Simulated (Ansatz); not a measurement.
TiCo:

```
Co Ti
1.0
     2.98611    0.00000    0.00000
     0.00000    2.98611    0.00000
     0.00000    0.00000    2.98611
Co Ti
1 1
Direct
  0.50000 0.50000 0.50000
  0.00000 0.00000 0.00000
```

The cell comes from a database or a generator and needn't be the stable form of this composition.

```yaml
Program: Ansatz 0.2.0
Task: relaxation of cell and atoms
Functional: PBEsol
Dispersion: D3(BJ)
Potentials_or_basis: all-electron LAPW, scalar-relativistic
Basis_error_allowed: 0.001 eV/atom
k_mesh: 9 × 9 × 9
Occupations: fermi-dirac, width 0.05 eV
Spin: collinear spin, ferromagnetic start
Starting_moments: "[2.0, 1.0] μB"
```

At the start: volume 13.31 Å³/atom.

Q: How do energy, volume and symmetry change on relaxing?

A: Over 4 steps the energy falls by 53.1 meV/atom and the volume is 12.22 Å³/atom (-8.2 %); space group Pm-3m (No. 221, to 0.05 Å); moment 0.56 μB per cell.

Step by step:
```csv
step,energy change (eV),largest force (eV/Å),volume (Å³)
1,0.0000,0.0000,26.63
2,-0.1061,0.0000,24.48
3,-0.1061,0.0000,24.44
4,-0.1061,0.0000,24.44
```

Final structure:
```cif
data_structure
_symmetry_space_group_name_H-M 'P 1'
_symmetry_Int_Tables_number 1
_cell_length_a 2.9019
_cell_length_b 2.9019
_cell_length_c 2.9019
_cell_angle_alpha 90.000
_cell_angle_beta 90.000
_cell_angle_gamma 90.000
_cell_volume 24.44
loop_
_atom_site_label
_atom_site_type_symbol
_atom_site_fract_x
_atom_site_fract_y
_atom_site_fract_z
_atom_site_occupancy
Co1 Co 0.50000 0.50000 0.50000 1
Ti1 Ti 0.00000 0.00000 0.00000 1
```
